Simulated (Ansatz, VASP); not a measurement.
## One calculation of PbSe (Clausthalite), two programs

```
CELL_PARAMETERS angstrom
0.00000 3.04011 3.04011
3.04011 0.00000 3.04011
3.04011 3.04011 0.00000
ATOMIC_POSITIONS crystal
Pb 0.00000 0.00000 0.00000
Se 0.50000 0.50000 0.50000
```

Change from the starting cell: volume scaled by 0.98.

Alike in both runs: task single point; functional LDA; k mesh 8 × 8 × 8; occupations fermi-dirac, width 0.05 eV; no spin polarisation.

|  | VASP | Ansatz |
| --- | --- | --- |
| version | VASP 6.6.1 | Ansatz 0.2.0 |
| potentials or method | VASP PAW LDA potentials, release 64 (Pb_d, Se), cutoff 520 eV | all-electron LAPW, scalar-relativistic |

Ansatz gave:

| Quantity | Value |
| --- | --- |
| gap on the k mesh at the Fermi level (eV) | 0.11 |
| least direct gap on the mesh (eV) | 0.11 |
| pressure (GPa) | -1.1 |

Question: Estimate VASP's values.

Answer: gap on the k mesh at the Fermi level (eV): 0.09; least direct gap on the mesh (eV): 0.09; pressure (GPa): -1.0.

Ansatz ran all-electron here, so the differences hold the error of VASP's frozen core and of both bases.

Caveats: spin-orbit coupling is left out, which as a rule narrows the gap of such compounds by several tenths of an eV.
